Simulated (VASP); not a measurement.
# Sn (Fd-3m) in VASP: notebook

One crystal, Sn, is run at these levels: PBE; tasks: relaxation of cell and atoms.

Program: VASP 6.6.1. These are calculated values, not measurements. Logs are shortened: lines on timing, memory, paths and dates and some standing lists are left out, and cuts for length are marked.

### 1 The structure

It takes space group Fd-3m (No. 227, cubic). Conventional cell: a = 6.467 Å, b = 6.467 Å, c = 6.467 Å, α = 90.00°, β = 90.00°, γ = 90.00°. Sn (site symmetry -43m) has 4 Sn at 2.80 Å as nearest neighbours.

This isn't the form of Sn at room conditions, which is tetragonal (white tin).

### 2 Relaxation of cell and atoms, PBE

INCAR reads:

```
  PREC = Accurate
  ENCUT = 520
  EDIFF = 1E-7
  ISMEAR = 0
  SIGMA = 0.02
  LREAL = F
  LASPH = T
  NELM = 60
  ALGO = Fast
  ISIF = 3
  LWAVE = F
  LCHARG = F
  GGA = PE
  IBRION = 2
  NSW = 80
  EDIFFG = -0.002
  AMIX = 0.2
```

KPOINTS reads:

```
regular mesh
0
Gamma
  8 8 8
```

POSCAR reads:

```
Sn
1.0
    0.0000000000      3.2333428000      3.2333428000
    3.2333428000      0.0000000000      3.2333428000
    3.2333428000      3.2333428000      0.0000000000
Sn
2
Direct
    0.0000000000      0.0000000000      0.0000000000
    0.2500000000      0.2500000000      0.2500000000
```

Potentials or basis: VASP PAW PBE potentials, release 64 (Sn_d).

The run is started by

```sh
cat potpaw_PBE.64/Sn_d/POTCAR > POTCAR
mpirun -np 1 vasp_std > vasp.out
```

OUTCAR:

```text
PREC = Accurate
   ENCUT = 520
   EDIFF = 1E-7
   ISMEAR = 0
   LREAL = F
   LASPH = T
   NELM = 60
   ISIF = 3
   GGA = PE
   IBRION = 2
   NSW = 80
   EDIFFG = -0.002
   AMIX = 0.2

 ion  position               nearest neighbor table
   1  0.000  0.000  0.000-   2 2.80   2 2.80   2 2.80   2 2.80
   2  0.250  0.250  0.250-   1 2.80   1 2.80   1 2.80   1 2.80

  LATTYP: Found a face centered cubic cell.
 ALAT       =     6.4666856000

  Lattice vectors:

 A1 = (   0.0000000000,   3.2333428000,   3.2333428000)
 A2 = (   3.2333428000,   0.0000000000,   3.2333428000)
 A3 = (   3.2333428000,   3.2333428000,   0.0000000000)

Analysis of symmetry for initial positions (statically):
=====================================================================
 Subroutine PRICEL returns:
 Original cell was already a primitive cell.

 Routine SETGRP: Setting up the symmetry group for a
 face centered cubic supercell.

 Subroutine GETGRP returns: Found 48 space group operations
 (whereof 24 operations were pure point group operations)
 out of a pool of 48 trial point group operations.

The static configuration has the point symmetry T_d .
 The point group associated with its full space group is O_h .

Analysis of symmetry for dynamics (positions and initial velocities):
=====================================================================
 Subroutine PRICEL returns:
 Original cell was already a primitive cell.

 Routine SETGRP: Setting up the symmetry group for a
 face centered cubic supercell.

 Subroutine GETGRP returns: Found 48 space group operations
 (whereof 24 operations were pure point group operations)
 out of a pool of 48 trial point group operations.

The dynamic configuration has the point symmetry T_d .
 The point group associated with its full space group is O_h .

 Subroutine INISYM returns: Found 48 space group operations
 (whereof 24 operations are pure point group operations),
 and found     1 'primitive' translations

----------------------------------------------------------------------------------------

                                     Primitive cell

  volume of cell :      67.6060

  direct lattice vectors                    reciprocal lattice vectors
     0.000000000  3.233342800  3.233342800    -0.154638723  0.154638723  0.154638723
     3.233342800  0.000000000  3.233342800     0.154638723 -0.154638723  0.154638723
     3.233342800  3.233342800  0.000000000     0.154638723  0.154638723 -0.154638723

  length of vectors
     4.572637240  4.572637240  4.572637240     0.267842124  0.267842124  0.267842124

  position of ions in fractional coordinates (direct lattice)
     0.000000000  0.000000000  0.000000000
     0.250000000  0.250000000  0.250000000

  ion indices of the primitive-cell ions
   primitive index   ion index
                 1           1
                 2           2

----------------------------------------------------------------------------------------

 KPOINTS: regular mesh

Automatic generation of k-mesh.
 Grid dimensions read from file:
 generate k-points for:    8    8    8

 Generating k-lattice:

  Cartesian coordinates                     Fractional coordinates (reciprocal lattice)
    -0.019329840  0.019329840  0.019329840     0.125000000  0.000000000  0.000000000
     0.019329840 -0.019329840  0.019329840     0.000000000  0.125000000  0.000000000
     0.019329840  0.019329840 -0.019329840     0.000000000  0.000000000  0.125000000

  Length of vectors
     0.033480266  0.033480266  0.033480266

  Shift w.r.t. Gamma in fractional coordinates (k-lattice)
     0.000000000  0.000000000  0.000000000

 Subroutine IBZKPT returns following result:
 ===========================================

 Found     29 irreducible k-points:

 Following reciprocal coordinates:
            Coordinates               Weight
  0.000000  0.000000  0.000000      1.000000
  0.125000  0.000000  0.000000      8.000000
  0.250000  0.000000  0.000000      8.000000
  0.375000  0.000000  0.000000      8.000000
  0.500000  0.000000  0.000000      4.000000
  0.125000  0.125000  0.000000      6.000000
[... 16 lines left out ...]
  0.500000  0.250000  0.125000     48.000000
 -0.375000  0.250000  0.125000     24.000000
 [... further k-points ...]
   k-points           NKPTS =     29   k-points in BZ     NKDIM =     29   number of bands    NBANDS=     18
   number of dos      NEDOS =    301   number of ions     NIONS =      2
   total plane-waves  NPLWV =  46656
   dimension x,y,z NGX =    36 NGY =   36 NGZ =   36
   dimension x,y,z NGXF=    72 NGYF=   72 NGZF=   72
   ions per type =               2
   NGX,Y,Z   is equivalent  to a cutoff of  13.09, 13.09, 13.09 a.u.
   NGXF,Y,Z  is equivalent  to a cutoff of  26.18, 26.18, 26.18 a.u.
 SYSTEM =  unknown system
   PREC   = accura    normal or accurate (medium, high low for compatibility)
   ISTART =      0    job   : 0-new  1-cont  2-samecut
   ICHARG =      2    charge: 1-file 2-atom 10-const
   ISPIN  =      1    spin polarized calculation?
   LNONCOLLINEAR =      F non collinear calculations
   LSORBIT =      F    spin-orbit coupling
   LASPH  =      T    aspherical Exc in radial PAW
   ENCUT  =  520.0 eV  38.22 Ry    6.18 a.u.   8.50  8.50  8.50*2*pi/ulx,y,z
   NELM   =     60;   NELMIN=  2; NELMDL= -5     # of ELM steps
   EDIFF  = 0.1E-06   stopping-criterion for ELM
   LREAL  =      F    real-space projection
   EDIFFG = -.2E-02   stopping-criterion for IOM
   NSW    =     80    number of steps for IOM
   IBRION =      2    ionic relax: 0-MD 1-quasi-New 2-CG
   NFREE  =      1    steps in history (QN), initial steepest desc. (CG)
   ISIF   =      3    stress and relaxation
   ISYM   =      2    0-nonsym 1-usesym 2-fastsym
   POTIM  = 0.5000    time-step for ionic-motion
   TEBEG  =    0.0;   TEEND  =   0.0 temperature during run
   PSTRESS=    0.0 pullay stress
   NELECT =      28.0000    total number of electrons
   NUPDOWN=      -1.0000    fix difference up-down
   EMIN   =  10.00;   EMAX   =-10.00  energy-range for DOS
   EFERMI =   0.00;   METHOD = LEGACY
   ISMEAR =     0;   SIGMA  =   0.02  broadening in eV -4-tet -1-fermi 0-gaus
   EFERMI_NEDOS =   21; number of points for ismear=-14 and -15
   IALGO  =     68    algorithm
   IMIX   =      4    mixing-type and parameters
     AMIX     =   0.20;   BMIX     =  1.00
     AMIX_MAG =   0.80;   BMIX_MAG =  1.00
  volume/ion in A,a.u.               =      33.80       228.11
  Fermi-wavevector in a.u.,A,eV,Ry     =   1.220298  2.306028 20.260793  1.489126
  Thomas-Fermi vector in A             =   2.355520
   LORBIT       =      0    0 simple, 1 ext, 2 COOP (PROOUT), +10 PAW based schemes
   GGA     = PE    functional components
   LHFCALC =     F    Hartree Fock is set to
   AEXX    =    0.0000 exact exchange contribution
   IVDW    =     0    specifies the selected vdW correction
   LEPSILON=     F    determine dielectric tensor
   LRPA    =     F    only Hartree local field effects (RPA)
 conjugate gradient relaxation of ions
 non-spin polarized calculation
 RMM-DIIS sequential band-by-band and
 Gauss-broadening in eV      SIGMA  =   0.02
  energy-cutoff  :      520.00
  volume of cell :       67.61
 maximum number of plane-waves:      1841
 NGX is ok and might be reduce to    36
   NGX = 17   NGY = 17   NGZ = 17

--------------------------------------- Ionic step        1  -------------------------------------------

 number of electron      28.0000008 magnetization

 Free energy of the ion-electron system (eV)
  ---------------------------------------------------
  ext. energy  EPLUGINS =         0.00000000
  ---------------------------------------------------
  free energy    TOTEN  =        -7.61847449 eV

  energy without entropy =       -7.61838633  energy(sigma->0) =       -7.61843041

 E-fermi :   5.7708     XC(G=0):  -8.9207

 val. band max:        5.5535618471   @ k =   0.1250   0.0000   0.0000
 cond. band min:       5.7707910973   @ k =   0.5000   0.0000   0.0000
 fundamental gap:      0.2172292502
 Fermi energy:         5.7707910923

 k-point     1 :       0.0000    0.0000    0.0000
  band No.  band energies     occupation
      1     -15.9489      2.00000
      2     -15.9489      2.00000
      3     -15.9489      2.00000
      4     -15.8878      2.00000
      5     -15.8878      2.00000
      6     -15.5701      2.00000
[... 10 lines left out ...]
     17       7.9176      0.00000
     18       7.9176      0.00000
[... 466 lines left out ...]
      2     -15.9996      2.00000
      3     -15.8742      2.00000
      4     -15.7962      2.00000
      5     -15.7778      2.00000
      6     -15.6961      2.00000
[... 10 lines left out ...]
     17      10.5239      0.00000
     18      11.3704      0.00000

 [... further k-points ...]

------------------------ aborting loop because EDIFF is reached ----------------------------------------

  FORCE on cell =-STRESS in cart. coord.  units (eV):
  Direction    XX          YY          ZZ          XY          YZ          ZX
  --------------------------------------------------------------------------------------
  -------------------------------------------------------------------------------------
  Total        1.5769161      1.5769161      1.5769161      0.0000000     -0.0000000      0.0000000
  in kB       37.3709303     37.3709303     37.3709303      0.0000000     -0.0000000      0.0000000
  external PRESSURE =      37.3709303 kB  Pullay stress =       0.0000000 kB
[... 237 lines left out ...]
  energy  without entropy=       -7.6820220615  energy(sigma->0) =       -7.68208772

--------------------------------------- Ionic step        8  -------------------------------------------

 number of electron      28.0000006 magnetization

 Free energy of the ion-electron system (eV)
  ---------------------------------------------------
  ext. energy  EPLUGINS =         0.00000000
  ---------------------------------------------------
  free energy    TOTEN  =        -7.68215368 eV

  energy without entropy =       -7.68202127  energy(sigma->0) =       -7.68208748

 E-fermi :   4.7560     XC(G=0):  -8.5543

 val. band max:        4.7528710609   @ k =   0.5000   0.0000   0.0000
 cond. band min:       4.8477378014   @ k =   0.3750   0.0000   0.0000
 fundamental gap:      0.0948667406
 Fermi energy:         4.7560179390

 k-point     1 :       0.0000    0.0000    0.0000
  band No.  band energies     occupation
      1     -16.6602      2.00000
      2     -16.6602      2.00000
      3     -16.6602      2.00000
      4     -16.6103      2.00000
      5     -16.6103      2.00000
      6     -16.3567      2.00000
[... 10 lines left out ...]
     17       7.0408      0.00000
     18       7.0408      0.00000
[... 466 lines left out ...]
      2     -16.7006      2.00000
      3     -16.5990      2.00000
      4     -16.5381      2.00000
      5     -16.5240      2.00000
      6     -16.4586      2.00000
[... 10 lines left out ...]
     17       9.4375      0.00000
     18      10.2306      0.00000

 [... further k-points ...]

------------------------ aborting loop because EDIFF is reached ----------------------------------------

  FORCE on cell =-STRESS in cart. coord.  units (eV):
  Direction    XX          YY          ZZ          XY          YZ          ZX
  --------------------------------------------------------------------------------------
  -------------------------------------------------------------------------------------
  Total       -0.0013720     -0.0013720     -0.0013720      0.0000000      0.0000000     -0.0000000
  in kB       -0.0298858     -0.0298858     -0.0298858      0.0000000      0.0000000     -0.0000000
  external PRESSURE =      -0.0298858 kB  Pullay stress =       0.0000000 kB
[... 17 lines left out ...]
  FREE ENERGIE OF THE ION-ELECTRON SYSTEM (eV)
  ---------------------------------------------------
  free  energy   TOTEN  =        -7.6821536834 eV

  energy  without entropy=       -7.6820212736  energy(sigma->0) =       -7.68208748

 reached required accuracy - stopping structural energy minimisation
```

It took 4.1 min on 1 thread of Intel Xeon Platinum 8488C (Sapphire Rapids), shared host; peak memory 0.22 GiB.

What came out:

| Property | Result |
| --- | --- |
| Free energy | -7.6822 eV |
| Relaxed volume | 36.78 Å³/atom |
| Relaxed cell | a = 4.703 Å, b = 4.703 Å, c = 4.703 Å, α = 60.00°, β = 60.00°, γ = 60.00° |
| Space group after relaxing (to 0.05 Å) | Fd-3m (No. 227) |
| Energy gained by relaxing | 31.8 meV/atom |
| Ionic steps | 8 |
| Pressure after relaxing | 0.0 GPa |
| Band gap on the k mesh | none (metal or under the smearing width) |

The path:
```tsv
step	energy change (eV)	largest force (eV/Å)	pressure (GPa)	volume (Å³)
1	0.0000	0.0000	3.74	67.61
2	-0.0577	0.0000	-0.91	75.62
3	-0.0637	0.0000	0.01	73.54
4	-0.0637	0.0000	-0.06	73.66
5	-0.0637	0.0000	0.03	73.51
6	-0.0637	0.0000	-0.02	73.56
7	-0.0637	0.0000	0.02	73.54
8	-0.0637	0.0000	0.00	73.55
```

Final structure:
```
CELL_PARAMETERS angstrom
0.00000 3.32551 3.32551
3.32551 0.00000 3.32551
3.32551 3.32551 0.00000
ATOMIC_POSITIONS crystal
Sn 0.00000 0.00000 0.00000
Sn 0.25000 0.25000 0.25000
```

Levels at points of the mesh, in eV from the Fermi level:
```
           k point  band 11  band 12  band 13  band 14  band 15  band 16  band 17  band 18
(0.00, 0.00, 0.00)    -9.99    -1.00     0.22     0.22     0.22     2.28     2.28     2.28
(0.50, 0.00, 0.00)    -8.51    -5.90    -0.87    -0.87     0.00     3.33     3.33     5.83
(0.50, 0.50, 0.00)    -7.14    -7.14    -2.09    -2.09     1.04     1.04     7.40     7.40
```

PBE usually gives volumes a little too large and moduli too small. Zero-point motion and thermal expansion aren't in these numbers.

### 3 Relaxation of cell and atoms, PBE

This run uses another cell than the first one, of 36.78 Å³/atom, 1.088 times its volume.

INCAR is that of step 2.

KPOINTS is that of step 2.

POSCAR reads:

```
Sn                                      
1.0
    0.0000000000      3.3255115138      3.3255115138
    3.3255115138     -0.0000000000      3.3255115138
    3.3255115138      3.3255115138      0.0000000000
  Sn            
     2
Direct
     0.0000000000000000    0.0000000000000000    0.0000000000000000
     0.2500000000000000    0.2500000000000000    0.2500000000000000
```

Potentials or basis: VASP PAW PBE potentials, release 64 (Sn_d).

The run is started by

```sh
cat potpaw_PBE.64/Sn_d/POTCAR > POTCAR
mpirun -np 1 vasp_std > vasp.out
```

Run time: 2.3 min. Hardware: 1 thread of Intel Xeon Platinum 8488C (Sapphire Rapids), shared host; peak memory 0.22 GiB.

The run converged. Its results:

* Free energy: -7.6838 eV
* Relaxed volume: 36.76 Å³/atom
* Relaxed cell: a = 4.702 Å, b = 4.702 Å, c = 4.702 Å, α = 60.00°, β = 60.00°, γ = 60.00°
* Space group after relaxing (to 0.05 Å): Fd-3m (No. 227)
* Energy gained by relaxing: 0.0 meV/atom
* Ionic steps: 6
* Pressure after relaxing: 0.0 GPa
* Band gap on the k mesh: none (metal or under the smearing width)

Final structure:
```
Sn
1.0
     0.00000    3.32503    3.32503
     3.32503    0.00000    3.32503
     3.32503    3.32503    0.00000
Sn
2
Direct
  0.00000 0.00000 0.00000
  0.25000 0.25000 0.25000
```

Levels at points of the mesh, in eV from the Fermi level:
```
           k point  band 12  band 13  band 14  band 15  band 16  band 17
(0.00, 0.00, 0.00)    -1.00     0.22     0.22     0.22     2.28     2.28
(0.50, 0.00, 0.00)    -5.90    -0.87    -0.87     0.00     3.33     3.33
(0.50, 0.50, 0.00)    -7.14    -2.09    -2.09     1.04     1.04     7.40
```
